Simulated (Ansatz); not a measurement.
Level of theory: DFT, r²SCAN, scalar-relativistic, no spin polarisation; plane waves to 500 eV with PAW datasets (Ansatz 0.2.0), 8×8×4 k-mesh, Gaussian smearing of 0.05 eV; PAW files: Ansatz's generated set soft_2.

A compound XN has these computed properties.

```
Space group                                           : P6_3mc (No. 186)
Conventional cell                                     : a = 3.183 Å, b = 3.183 Å, c = 5.185 Å, α = 90.00°, β = 90.00°, γ = 120.00°
Volume                                                : 11.37 Å³/atom
Band gap                                              : 2.35 eV
Smallest direct gap                                   : 2.35 eV
Bader charges                                         : X 1.66; N -1.66 e
Formation energy from the elements (0 K, uncorrected) : -0.65 eV/atom
```

Sites: X on 2b, N on 2b.

Which element is X?
A. Ge
B. Zn
C. Ga
D. Cu

C. X is Ga, so the compound is GaN.

The chain of runs began from a cell as deposited in COD, expanded in volume. Of that entry: the entry's cell lengths or inner coordinates differ somewhat from later room-temperature determinations.

Semilocal functionals underestimate band gaps, commonly by a third or more.
